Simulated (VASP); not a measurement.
A run of VASP 6.6.1:

Contents of INCAR:

```
PREC = Accurate
ENCUT = 900
EDIFF = 1E-7
ISMEAR = 0
SIGMA = 0.02
LREAL = False
LASPH = True
NELM = 60
ALGO = Fast
ISIF = 4
LWAVE = False
LCHARG = False
GGA = PE
IBRION = 2
NSW = 80
EDIFFG = -0.002
```

Contents of KPOINTS:

```
Automatic mesh
0
Gamma
  12 12 6
```

File POSCAR:

```
AlN                                     
1.0
    3.1276971309     -0.0000000000     -0.0000000000
   -1.5638485655      2.7086651687      0.0000000000
    0.0000000000      0.0000000000      5.0142966257
  Al              N             
     2     2
Direct
     0.3333333300000021    0.6666666699999979    0.9992341336011743
     0.6666666699999979    0.3333333300000021    0.4992341336011744
     0.3333333300000021    0.6666666699999979    0.3807658663988282
     0.6666666699999979    0.3333333300000021    0.8807658663988283
```

Potentials or basis: VASP PAW PBE potentials, release 64 (Al, N_h).

Command:

```sh
$ cat potpaw_PBE.64/Al/POTCAR potpaw_PBE.64/N_h/POTCAR > POTCAR
$ mpirun -np 1 vasp_std > vasp.out
```

Hardware: 1 thread of Intel(R) Xeon(R) 6975P-C (Granite Rapids), on a shared host.

Task: Estimate the wall time of this run.

Result: Run time: 62 s on 1 thread of Intel(R) Xeon(R) 6975P-C (Granite Rapids) (shared host), peak memory 0.26 GiB. Counts: scf iterations 22, k points 76, ion steps 1.
